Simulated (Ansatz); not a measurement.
## Sn: vacancy migration on the Sn sublattice

Method: DFT PBE, scalar-relativistic, plane waves, PAW in Ansatz. The runs took a 420 eV cutoff, a Γ-centred 4×4×4 mesh and Gaussian smearing (0.1 eV). No spin polarisation.

The perfect supercell:

```cif
data_structure
_symmetry_space_group_name_H-M 'P 1'
_symmetry_Int_Tables_number 1
_cell_length_a 9.0511
_cell_length_b 9.0511
_cell_length_c 9.0511
_cell_angle_alpha 105.094
_cell_angle_beta 105.094
_cell_angle_gamma 118.634
_cell_volume 559.68
loop_
_atom_site_label
_atom_site_type_symbol
_atom_site_fract_x
_atom_site_fract_y
_atom_site_fract_z
_atom_site_occupancy
Sn1 Sn 0.55000 0.85000 0.90000 1
Sn2 Sn 0.70000 0.90000 0.60000 1
Sn3 Sn 0.85000 0.95000 0.30000 1
Sn4 Sn 0.10000 0.70000 0.80000 1
Sn5 Sn 0.25000 0.75000 0.50000 1
Sn6 Sn 0.40000 0.80000 0.20000 1
Sn7 Sn 0.65000 0.55000 0.70000 1
Sn8 Sn 0.80000 0.60000 0.40000 1
Sn9 Sn 0.95000 0.65000 0.10000 1
Sn10 Sn 0.05000 0.35000 0.90000 1
Sn11 Sn 0.20000 0.40000 0.60000 1
Sn12 Sn 0.35000 0.45000 0.30000 1
Sn13 Sn 0.50000 0.50000 0.00000 1
Sn14 Sn 0.60000 0.20000 0.80000 1
Sn15 Sn 0.75000 0.25000 0.50000 1
Sn16 Sn 0.90000 0.30000 0.20000 1
Sn17 Sn 0.15000 0.05000 0.70000 1
Sn18 Sn 0.30000 0.10000 0.40000 1
Sn19 Sn 0.45000 0.15000 0.10000 1
Sn20 Sn 0.00000 0.00000 0.00000 1
```

Atom 1 (Sn) is removed, leaving a vacancy without charge, and atom 2 jumps 3.38 Å into it. The vacancy and the half-way point are each relaxed at fixed cell, keeping their symmetry. The supercell is small.

Question: How high does the half-way point lie?

Answer: 0.26 eV above the relaxed vacancy, with the jumping atom 0.00 Å off the straight line, where the cell's symmetry pins it, so a bent path, which could be lower, wasn't tried. This is the barrier if that point is a first-order saddle, which wasn't checked.

Cost: 2 runs of about 50 core-minutes in all, on AMD EPYC 7R43 (Zen 3) (shared hosts).